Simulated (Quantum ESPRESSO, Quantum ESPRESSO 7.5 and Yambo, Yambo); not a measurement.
# Quasiparticle gap of P (puckered monolayer) in Yambo

Aim: the G0W0 gap of P (puckered monolayer) on PBE, step by step.

Calculated with Quantum ESPRESSO 7.5 and Yambo 5.3.0; PBE and many-body steps on it, plane waves.

**The experiments to reproduce.**

- Gap 1.75 ± 0.04 eV: optical gap, 1L, PL exciton peak; photoluminescence; 263 K; monolayer (mechanically exfoliated monolayer on 275 nm SiO2/Si, nitrogen flow) on SiO2/Si (“Optical Tuning of Exciton and Trion Emissions in Monolayer Phosphorene”, 2015, arxiv:1504.06386).

- Gap 1 eV: monolayer transport gap from transistor characteristics; field-effect transistor transfer characteristics; monolayer (quoted in “Exceptional and Anisotropic Transport Properties of Photocarriers in Black Phosphorus”, 2015, arxiv:1503.08525).

- Gap 2.2 eV: quasiparticle gap; monolayer (quoted in “Experimental evidence of monolayer arsenene: An exotic two-dimensional semiconducting material”, 2018, arxiv:1812.05978).

- Gap 1.67 eV: optical gap of monolayer from PL emission peak; photoluminescence; 300 K; monolayer (exfoliated monolayer) (“Infrared fingerprints of few-layer black phosphorus”, 2016, arxiv:1607.08049).

- Gap 1.991 ± 0.036 eV: optical gap, neutral exciton PL emission energy (mean over flakes); low-temperature micro-photoluminescence; monolayer (exfoliated flakes on Si with 300 nm SiO2) on SiO2/Si (“Excitons in atomically thin black phosphorus”, 2016, arxiv:1601.01110).

This is a selection; 2 further reports are not listed.

Report form: the programs' logs are mostly left out.

## (1) The structure

The cell holds 4 atoms: 4 P. Its edges and angles: a = 4.627 Å, b = 3.304 Å, c = 14.000 Å, α = 90.0°, β = 90.0°, γ = 90.0°. Vacuum lies along c.

The structure was relaxed with PBE. The runs that relaxed it are not among those shown.

## (2) Ground state

This step: Quantum ESPRESSO 7.5; DFT, PBE, plane waves, norm-conserving pseudopotentials.

The ground-state density comes first.

Input file pw.in:

```
&control
  calculation = 'scf'
  prefix = 'x'
  outdir = 'o'
  pseudo_dir = 'pseudo'
/
&system
  ibrav = 0
  nat = 4
  ntyp = 1
  ecutwfc = 36.0
  nbnd = 16
  force_symmorphic = .true.
/
&electrons
  conv_thr = 1e-10
  electron_maxstep = 80
  mixing_beta = 0.5
/
ATOMIC_SPECIES
  P 30.974 P.upf
CELL_PARAMETERS angstrom
  4.6271599610 0.0000000000 0.0000000000
  0.0000000000 3.3043513570 0.0000000000
  0.0000000000 0.0000000000 14.0000000000
ATOMIC_POSITIONS crystal
  P 0.0887696193 0.0000000000 0.5752654040
  P 0.4112303807 0.5000000000 0.5752654040
  P 0.5887696193 0.5000000000 0.4247346300
  P 0.9112303807 0.0000000000 0.4247346300
K_POINTS automatic
  8 10 1 0 0 0
```

Run with:

```
OMP_NUM_THREADS=1 mpirun -n 8 pw.x -nk 8 -in pw.in > pw.out
```

The job ended after 7.8 s (8 MPI ranks of Arm Neoverse V1, shared host; peak memory 0.62 GiB; 62 s of CPU time).

Numbers from this step:

- total energy: -753.6752 eV
- gap: 0.9076 eV
- k of the valence top: 0, 0, 0
- k of the conduction bottom: 0, 0, 0
- least direct gap: 0.9076 eV

The gap is direct, at Γ.

## (3) Bands along the symmetry lines

The cheap functional maps the bands first; the places of the edges decide which points the dearer methods must see.

Input file pw.in:

```
&control
  calculation = 'bands'
  prefix = 'x'
  outdir = 'o'
  pseudo_dir = 'pseudo'
/
&system
  ibrav = 0
  nat = 4
  ntyp = 1
  ecutwfc = 36.0
  nbnd = 16
  force_symmorphic = .true.
/
&electrons
  conv_thr = 1e-9
  electron_maxstep = 80
  diago_full_acc = .true.
  diago_thr_init = 5e-6
/
ATOMIC_SPECIES
  P 30.974 P.upf
CELL_PARAMETERS angstrom
  4.6271599610 0.0000000000 0.0000000000
  0.0000000000 3.3043513570 0.0000000000
  0.0000000000 0.0000000000 14.0000000000
ATOMIC_POSITIONS crystal
  P 0.0887696193 0.0000000000 0.5752654040
  P 0.4112303807 0.5000000000 0.5752654040
  P 0.5887696193 0.5000000000 0.4247346300
  P 0.9112303807 0.0000000000 0.4247346300
K_POINTS crystal
  33
  0.00000000 0.00000000 0.00000000 1
  0.06250000 0.00000000 0.00000000 1
  0.12500000 0.00000000 0.00000000 1
  0.18750000 0.00000000 0.00000000 1
  0.25000000 0.00000000 0.00000000 1
  0.31250000 0.00000000 0.00000000 1
  0.37500000 0.00000000 0.00000000 1
  0.43750000 0.00000000 0.00000000 1
  0.50000000 0.00000000 0.00000000 1
  0.50000000 0.06250000 0.00000000 1
  0.50000000 0.12500000 0.00000000 1
  0.50000000 0.18750000 0.00000000 1
  0.50000000 0.25000000 0.00000000 1
  0.50000000 0.31250000 0.00000000 1
  0.50000000 0.37500000 0.00000000 1
  0.50000000 0.43750000 0.00000000 1
  0.50000000 0.50000000 0.00000000 1
  0.43750000 0.50000000 0.00000000 1
  0.37500000 0.50000000 0.00000000 1
  0.31250000 0.50000000 0.00000000 1
  0.25000000 0.50000000 0.00000000 1
  0.18750000 0.50000000 0.00000000 1
  0.12500000 0.50000000 0.00000000 1
  0.06250000 0.50000000 0.00000000 1
  0.00000000 0.50000000 0.00000000 1
  0.00000000 0.43750000 0.00000000 1
  0.00000000 0.37500000 0.00000000 1
  0.00000000 0.31250000 0.00000000 1
  0.00000000 0.25000000 0.00000000 1
  0.00000000 0.18750000 0.00000000 1
  0.00000000 0.12500000 0.00000000 1
  0.00000000 0.06250000 0.00000000 1
  0.00000000 0.00000000 0.00000000 1
```

Wall time 3.7 s (8 MPI ranks); peak memory 0.5 GiB; 29 s of CPU time.

Numbers from this step:

```yaml
gap: 0.9076 eV
k_of_the_valence_top: 0, 0, 0
k_of_the_conduction_bottom: 0, 0, 0
least_direct_gap: 0.9076 eV
```

The gap is 0.908 eV, as in the run before at this level.

Electronic bands along the path, in eV, zero at the top of the highest filled band:

```
  point  band 7  band 8  band 9  band 10  band 11  band 12  band 13  band 14
      Γ   -3.30   -1.73   -1.64     0.00     0.91     1.64     2.65     3.29
halfway   -3.08   -1.94   -1.37    -0.72     1.85     2.10     2.16     3.21
      X   -2.51   -2.51   -1.26    -1.26     2.08     2.08     3.63     3.63
halfway   -2.74   -2.74   -1.46    -1.46     2.71     2.71     3.64     3.64
      S   -4.55   -4.55   -1.10    -1.10     2.39     2.39     3.80     3.80
halfway   -3.64   -3.64   -1.29    -1.29     1.66     1.66     3.08     3.08
      Y   -2.69   -2.69   -1.93    -1.93     1.23     1.23     2.17     2.17
halfway   -3.84   -3.09   -1.59    -0.41     1.28     1.56     3.36     3.50
      Γ   -3.30   -1.73   -1.64     0.00     0.91     1.64     2.65     3.29
```

## (4) Empty states on the mesh, 6×8×1 mesh, 425 bands

The sums over transitions need many empty states on a uniform mesh; this step solves for them.

Input file pw.in:

```
&control
  calculation = 'nscf'
  prefix = 'x'
  outdir = 'o'
  pseudo_dir = 'pseudo'
/
&system
  ibrav = 0
  nat = 4
  ntyp = 1
  ecutwfc = 36.0
  nbnd = 425
  force_symmorphic = .true.
/
&electrons
  conv_thr = 1e-9
  electron_maxstep = 80
  diago_full_acc = .true.
  diago_thr_init = 5e-6
/
ATOMIC_SPECIES
  P 30.974 P.upf
CELL_PARAMETERS angstrom
  4.6271599610 0.0000000000 0.0000000000
  0.0000000000 3.3043513570 0.0000000000
  0.0000000000 0.0000000000 14.0000000000
ATOMIC_POSITIONS crystal
  P 0.0887696193 0.0000000000 0.5752654040
  P 0.4112303807 0.5000000000 0.5752654040
  P 0.5887696193 0.5000000000 0.4247346300
  P 0.9112303807 0.0000000000 0.4247346300
K_POINTS automatic
  6 8 1 0 0 0
```

Run with:

```
OMP_NUM_THREADS=1 mpirun -n 8 pw.x -nk 4 -in pw.in > pw.out
```

The job ended after 2.1 min (8 MPI ranks; peak memory 1.3 GiB; 16 min of CPU time).

Numbers from this step:

```
gap                                                           : 0.9076 eV
k of the valence top                                          : 0, 0, 0
k of the conduction bottom                                    : 0, 0, 0
least direct gap                                              : 0.9076 eV
k points computed                                             : 20
lowest point of the top converged band, above the valence top : 87.2414 eV
```

On this mesh the gap is 0.908 eV.

## (5) Conversion and set-up

This step: Yambo 5.3.0; conversion and set-up on PBE, plane waves, norm-conserving pseudopotentials.

The states are converted to the many-body program's format and the q mesh is built.

Run with:

```
(cd o/x.save; p2y > p2y.log; mv SAVE ../..); yambo > setup.log
```

Wall time 2.5 s (1 MPI rank); peak memory 0.25 GiB.

## (6) Screening and self-energy, 6×8×1 mesh, 202 bands, screening to 142.9 eV

Now the one-shot GW correction: screening in the RPA, then the self-energy of the levels asked for.

This step: G0W0 on PBE, plane waves, norm-conserving pseudopotentials.

Input file gw2.in:

```
HF_and_locXC
gw0
dyson
ppa
em1d
rim_cut
rim_w
RandQpts= 3000000
RandGvec= 100 RL
CUTGeo= "slab z"
RandGvecW= 9 RL
EXXRLvcs= 36 Ry
VXCRLvcs= 144 Ry
Chimod= "HARTREE"
% BndsRnXp
 1 | 202 |
%
NGsBlkXp= 10.5 Ry
% LongDrXp
 1 | 1 | 0 |
%
% GbndRnge
 1 | 202 |
%
DysSolver= "n"
ExtendOut
PPAPntXp= 27.21138 eV
% QPkrange
 1 | 1 | 9 | 12 |
%
```

Run with:

```
OMP_NUM_THREADS=1 mpirun -n 8 yambo -F gw2.in -J gw2 -C gw2 > gw2.log
```

Run time: 13 min. Hardware: 8 MPI ranks; peak memory 6.1 GiB.

This step gave:

- G0W0 gap on the points computed: 2.016 eV
- starting gap on the mesh: 0.9076 eV
- k of the valence top: 0, 0, 0
- k of the conduction bottom: 0, 0, 0
- least direct G0W0 gap on the computed points: 2.016 eV
- Z at the valence top: 0.7340
- Z at the conduction bottom: 0.7454

The gap on the mesh goes from 0.91 eV to 2.02 eV, a correction of +1.11 eV.

Limits: finite bands, cutoff and mesh. v1 is the top filled band, c1 the lowest empty one. The levels before and after the correction (eV, zero at the valence-band top of each column):

```
           conduction bottom  valence top
Kohn-Sham               0.91         0.00
     G0W0               2.02         0.00
```

```
           level  energy (eV)
Kohn-Sham   Γ v2       -1.638
Kohn-Sham   Γ v1        0.000
Kohn-Sham   Γ c1        0.908
Kohn-Sham   Γ c2        1.643
     G0W0   Γ v2       -1.807
     G0W0   Γ v1        0.000
     G0W0   Γ c1        2.016
     G0W0   Γ c2        2.922
```

## (7) Where the time went

Times are wall times on the hardware named with each run, good to a factor of about two.

```
                          step     time  share  memory (GiB)
                  ground state    7.8 s    1 %          0.62
bands along the symmetry lines    3.7 s    0 %           0.5
      empty states on the mesh  2.1 min   14 %           1.3
         conversion and set-up    2.5 s    0 %          0.25
     screening and self-energy   13 min   85 %           6.1
```

## (8) Summary of results

| Quantity | Value |
| --- | --- |
| PBE gap | 0.91 eV, direct |
| G0W0 gap on the mesh | 2.02 eV |
| GW settings | 6×8×1 mesh, 202 bands, screening to 142.9 eV, Godby-Needs plasmon pole |
| known limits | not at the basis limit |

G0W0 moves the gap on the mesh from 0.91 eV to 2.02 eV (+1.11 eV), with Z of 0.73 and 0.75 at the edges. Only 1 of the mesh's irreducible points was corrected, so a valley elsewhere could overtake. The dearest step here is «screening and self-energy». Against experiment, by G0W0@PBE: the direct gap of 2.02 eV lies +0.27 eV from the measured 1.75 ± 0.04 eV (exciton, 263 K, on SiO2/Si, 2015); the gap of 2.02 eV lies +1.02 eV from the measured 1 eV (transport, quoted 2015); the gap of 2.02 eV lies −0.18 eV from the measured 2.2 eV (electronic, quoted 2018); the direct gap of 2.02 eV lies +0.35 eV from the measured 1.67 eV (exciton, 300 K, 2016); the direct gap of 2.02 eV lies +0.03 eV from the measured 1.991 ± 0.036 eV (exciton, on SiO2/Si, 2016). An exciton line or allowed optical edge lies below the quasiparticle gap by the binding energy; a forbidden edge can push the onset above it. The computed sheet is free-standing; a substrate or cover screens it further and lowers both gap and binding, while the exciton line moves little. The calculation has static nuclei and no excitons; a measured gap holds zero-point and thermal motion, which mostly lowers it. Bands and cutoff are finite, so the gap is not at the basis limit. The miss can reach some tenths of an eV and take either sign; the mesh is an error of its own. In the G0W0 run levels were corrected at 1 k point alone, so a gap called «on the mesh» is the least over those, and an edge elsewhere would be missed.

[Paths, hosts, dates, memory and timing lines, banners, echoed tables and standing remarks are left out of the program output.]

[Logs are printed without paths, hosts, clocks, repeated set-up lines and the standing remarks that a program may print on its own settings, such as how far it seeks lower states.]

[Runs of the session that timed out or met a known fault of the program may be left out.]

[Hosts, paths, dates, database ids (printed as entryN), source tags and the programs' standing remarks are cut or masked in the printed files.]
